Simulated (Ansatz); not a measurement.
MoS$_{2}$: strain and displacement

```xyz
3
Lattice="1.5815 0.9131 6.1233 -1.5815 0.9131 6.1233 0.0000 -1.8262 6.1233" Properties=species:S:1:pos:R:3 pbc="T T T"
Mo    0.0000    0.0000    0.0000
S     0.0000    0.0000   13.7481
S     0.0000    0.0000   10.7446
```

Atom numbers follow the list: Mo1, S2, S3.

The cell comes from COD entry 9007661, which wasn't checked; take it as a given geometry.

The calculation used Ansatz 0.2.0, DFT, PBEsol, PAW with Ansatz's default frozen-core files, scalar-relativistic.

Sampling and basis: a Γ-centred 13×13×13 k mesh, Fermi–Dirac smearing of 0.05 eV, cutoff 420 eV, no spin polarisation; the PAW files were made with PBE, and the program remakes their frozen cores for this functional.

The unchanged cell is at 4.24 GPa.

Semilocal functionals give too small gaps.

x, y and z are the Cartesian axes of the cell as listed; fractional coordinates follow a strain, and an engineering shear is twice the off-diagonal strain component.

Question: One change gave: energy change +2.3 meV/atom; stress change (xx, yy, zz, yz, xz, xy) 0.07, 0.04, 0.05, 1.55, 1.57, 0.92 GPa, compression positive; change of the force on S2 (0.212, 0.165, 0.010) eV/Å; gap on the k mesh 0.72 → 0.71 eV. Which change was it?
A. equal xy, yz and zx engineering shear strains of -1 %
B. equal xy, yz and zx engineering shear strains of -2 %
C. equal xy, yz and zx engineering shear strains of +1 %
D. equal xy, yz and zx engineering shear strains of -3 %

Answer: A. For equal xy, yz and zx engineering shear strains of -3 %: energy change +20.8 meV/atom; stress change (xx, yy, zz, yz, xz, xy) 0.55, 0.50, 0.46, 4.73, 4.81, 2.82 GPa, compression positive; change of the force on S2 (0.675, 0.514, 0.096) eV/Å; gap on the k mesh 0.72 → 0.68 eV. For equal xy, yz and zx engineering shear strains of -2 %: energy change +9.1 meV/atom; stress change (xx, yy, zz, yz, xz, xy) 0.25, 0.21, 0.20, 3.12, 3.17, 1.86 GPa, compression positive; change of the force on S2 (0.436, 0.336, 0.042) eV/Å; gap on the k mesh 0.72 → 0.70 eV. For equal xy, yz and zx engineering shear strains of +1 %: energy change +2.2 meV/atom; stress change (xx, yy, zz, yz, xz, xy) 0.04, 0.08, 0.05, -1.52, -1.54, -0.89 GPa, compression positive; change of the force on S2 (-0.201, -0.160, 0.010) eV/Å; gap on the k mesh 0.72 → 0.71 eV.
